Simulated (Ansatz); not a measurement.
Method: DFT, revPBE, plane waves (420 eV) with PAW, scalar-relativistic (Ansatz 0.2.0). (PAW data from PBE, frozen cores regenerated.)

An element in the diamond structure gives this curve. The cell is scaled uniformly from the relaxed one, with fractional coordinates and shape fixed. Energies are extrapolated to zero smearing, pressures are those at the given smearing. Magnetic state: antiferromagnetic.

```tsv
V (Å³/atom)	E − E₀ (meV/atom)	P (GPa)	sphere moment (μB)
18.826	31.9	4.54	2.53
19.682	12.9	2.64	2.67
20.538	2.9	1.15	2.79
21.393	0.0	-0.03	2.90
22.249	2.8	-0.96	3.01
23.105	10.1	-1.71	3.10
23.960	21.0	-2.30	3.19
```

(1) Which element is it?
A. tungsten
B. germanium
C. chromium
D. copper

Answers

(1) C. Its fit is V₀ = 21.36 Å³/atom, B₀ = 27 GPa, B₀′ = 4.8.
